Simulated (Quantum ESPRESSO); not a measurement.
A run of Quantum ESPRESSO 7.5:

pw.in

```
&CONTROL
  calculation = 'scf'
  prefix = 'pwscf'
  outdir = './tmp'
  pseudo_dir = './pseudo'
  tprnfor = .true.
  tstress = .true.
  disk_io = 'nowf'
/
&SYSTEM
  ibrav = 0
  nat = 2
  ntyp = 2
  ecutwfc = 55
  ecutrho = 440
  nbnd = 15
  occupations = 'smearing'
  smearing = 'fd'
  degauss = 0.00367493
/
&ELECTRONS
  conv_thr = 4d-10
  electron_maxstep = 120
  mixing_beta = 0.5
/
ATOMIC_SPECIES
In   114.8180 In.pbe-dn-rrkjus_psl.0.2.2.UPF
As    74.9216 As.pbe-n-rrkjus_psl.0.2.UPF
CELL_PARAMETERS angstrom
   0.0000000000    3.0180000000    3.0180000000
   3.0180000000    0.0000000000    3.0180000000
   3.0180000000    3.0180000000    0.0000000000
ATOMIC_POSITIONS crystal
In     0.0064250000   -0.0047280000   -0.0040950000
As     0.7592530000    0.7470640000    0.7471870000
K_POINTS automatic
8 8 8 0 0 0
```

Potentials or basis: SSSP 1.3 efficiency PBE.

Run with:

```console
$ OMP_NUM_THREADS=1 pw.x -in pw.in > pw.out
```

Hardware: 1 thread of Intel(R) Xeon(R) 6975P-C (Granite Rapids), on a shared host.

**Question.** How long does it take, and how much memory?

**Answer.** Run time: 98 s on 1 thread of Intel(R) Xeon(R) 6975P-C (Granite Rapids), with other jobs on the host, peak memory 0.42 GiB. Counts: scf iterations 9, bands 15, k points 260, g dense 57655.
